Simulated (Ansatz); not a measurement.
Space group P6_3/mmc (No. 194). a = 2.494 Å, b = 2.494 Å, c = 8.088 Å, α = 90.00°, β = 90.00°, γ = 120.00°
```json
{"atom": "Co", "site": "2a", "symmetry": "-3m.", "x": "0.0000", "y": "0.0000", "z": "0.0000"}
{"atom": "Co", "site": "2c", "symmetry": "-6m2", "x": "0.3333", "y": "0.6667", "z": "0.2500"}
```

Equation of state of this Co structure (not necessarily the ground state), with shape and atoms relaxed at each volume where symmetry leaves them free. It has no gap at any of these volumes. These are results of DFT PBE, scalar-relativistic, plane waves, PAW in Ansatz, not measurements.

Plane waves to 420 eV, a k mesh through Γ of 21×21×6 on the computed 4-atom cell and Gaussian smearing (0.10 eV); collinear spin.

```csv
V (Å³/atom),E − E(largest V) (meV/atom),P (GPa)
9.913,8.26,24.80
10.239,-31.84,14.98
10.566,-53.68,6.83
10.893,-60.43,0.00
11.220,-54.32,-5.84
11.546,-37.20,-10.81
11.982,0.00,-16.27
```

Fit a third-order Birch–Murnaghan equation to E(V).

V0 = 10.89 Å³/atom, B0 = 211 GPa, B0' = 4.5.